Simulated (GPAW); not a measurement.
A run of GPAW 26.7.0 is set up as follows.

Contents of run.py:

```python
from ase import Atoms
from ase.dft.bandgap import bandgap
from ase.io import write
from ase.units import GPa
from gpaw import GPAW, PW, setup_paths

setup_paths.insert(0, '.')

atoms = Atoms(['Ni', 'Ni', 'Ni', 'Al'],
              cell=[[3.5230547267, 0.0, 0.0],
                    [0.0, 3.5230547267, 0.0],
                    [0.0, 0.0, 3.5230547267]],
              scaled_positions=[[0.5, 0.5, 0.0],
                                [0.5, 0.0, 0.5],
                                [0.0, 0.5, 0.5],
                                [0.0, 0.0, 0.0]],
              pbc=True)

calc = GPAW(mode=PW(600),
            xc='PBEsol',
            kpts={'size': (6, 6, 6), 'gamma': True},
            occupations={'name': 'fermi-dirac', 'width': 0.05},
            nbands=45,
            convergence={'density': 1e-05, 'energy': 1e-05},
            maxiter=150,
            txt='gpaw.txt')
atoms.calc = calc
energy = atoms.get_potential_energy()
forces = atoms.get_forces()
stress = atoms.get_stress()
calc.write('gs.gpw')
write('result.traj', atoms)
print(f'Energy: {energy:.6f} eV')
print('Forces (eV/A):')
print(forces.round(4))
print('Stress (GPa):', (stress / GPa).round(3))
print('Fermi level:', round(calc.get_fermi_level(), 4), 'eV')
print(f'Gap: {bandgap(calc)[0]:.4f} eV, direct: {bandgap(calc, direct=True)[0]:.4f} eV')
```

Potentials or basis: PAW data sets generated in the run's folder for this functional, pw.

The run is started by

```sh
$ gpaw-setup -f PBEsol Al Ni
$ OMP_NUM_THREADS=1 python run.py
```

(1) What does it give for the pressure?

(2) What does it give for the band gap on the k mesh?

Results:

(1) 1.2 GPa.

(2) none (metal or under the smearing width).

Caveat: the stock nickel data set gives pressures a few GPa off other programs.
